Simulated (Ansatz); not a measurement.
## NiO under changes of volume

One of the cells (11.249 Å³/atom); the others are scaled copies at fixed shape and fractional positions:

```xyz
2
Lattice="0.0000 2.2406 2.2406 2.2406 0.0000 2.2406 2.2406 2.2406 0.0000" Properties=species:S:1:pos:R:3 pbc="T T T"
Ni    0.0000    0.0000    0.0000
O     3.3609    3.3609    3.3609
```

The cell was built by a generator and needn't be a form met in nature.

```yaml
Program: Ansatz 0.2.0
Functional: PBE
Potentials_or_basis: all-electron LAPW, scalar-relativistic
Cutoff: 477 eV (chosen from the basis error)
Basis_error_allowed: 0.0005 eV/atom
k_mesh: 10 × 10 × 10
Occupations: fermi-dirac, width 0.05 eV
Spin: collinear spin, ferromagnetic start
Starting_moments: "[1.0, 0.0] μB"
```

| volume (Å³/atom) | energy over the lowest point (meV/atom) | pressure (GPa) | moment (μB per cell) |
| --- | --- | --- | --- |
| 10.574 | ? | ? | ? |
| 10.799 | 9.52 | 6.6 | 1.88 |
| 11.024 | 2.48 | 3.3 | 1.92 |
| 11.249 | 0.00 | 0.2 | 1.94 |
| 11.474 | 1.64 | -2.6 | 1.96 |
| 11.699 | 7.00 | -5.1 | 1.98 |
| 11.924 | 15.72 | -7.4 | 1.99 |

**Question.** What does the run at 10.574 Å³/atom give?

**Answer.** Energy over the lowest point 21.45 meV/atom; pressure 10.3 GPa; moment 1.83 μB per cell.

Worked out: A Birch-Murnaghan fit of order 3 (a polynomial in V^(-2/3)) to the other rows has its minimum at 11.27 Å³/atom with B0 = V·E''(V) = 145 GPa and B' = 4.1. It gives 21.62 meV/atom at 10.574 Å³/atom, against the run's 21.45, and -dE/dV = 10.5 GPa, against 10.3. A parabola through the other rows of the moment, of slope 0.179 μB per Å³/atom there, extrapolates to 1.84 μB, against the run's 1.83.

Energies are extrapolated to zero smearing.

Caveats: a cell with one magnetic atom can't hold antiferromagnetic order, which such compounds often take.
